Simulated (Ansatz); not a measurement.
# Rh under changes of volume

One of the cells (13.801 Å³/atom); the others are scaled copies at fixed shape and fractional positions:

```
Rh
1.0
     2.69174    0.00000    0.00000
    -1.34587    2.33112    0.00000
     0.00000    0.00000    8.79807
Rh
4
Cartesian
  1.3459 0.7770 6.5986
  0.0000 0.0000 4.3990
  0.0000 1.5541 2.1995
  0.0000 0.0000 0.0000
```

This isn't the form of Rh at room conditions, which is fcc.

- Program: Ansatz 0.2.0
- Functional: r2SCAN
- Potentials or basis: Ansatz PAW
- Cutoff: 500 eV (not typed: the program's choice for these potentials)
- k mesh: 11 × 11 × 3
- Occupations: fermi-dirac, width 0.05 eV
- Spin: no spin polarisation

```csv
volume (Å³/atom),energy over the lowest point (meV/atom),pressure (GPa)
12.973,41.77,18.8
13.249,16.18,11.3
13.525,2.73,4.7
13.801,0.00,-1.2
14.078,6.75,-6.3
14.354,21.86,-10.9
14.630,?,?
```

What does the run at 14.630 Å³/atom give?

Energy over the lowest point 44.35 meV/atom; pressure -14.9 GPa.

Worked out: A Birch-Murnaghan fit of order 3 (a polynomial in V^(-2/3)) to the other rows has its minimum at 13.74 Å³/atom with B0 = V·E''(V) = 281 GPa and B' = 5.2 at fixed shape and positions, which overstates the stiffness. It gives 44.33 meV/atom at 14.630 Å³/atom, against the run's 44.35, and -dE/dV = -15.0 GPa, against -14.9.

Energies are extrapolated to zero smearing.

Caveats: the PAW data sets come from PBE, with cores solved anew for the run's functional, which leaves a small shift of forces and pressure.
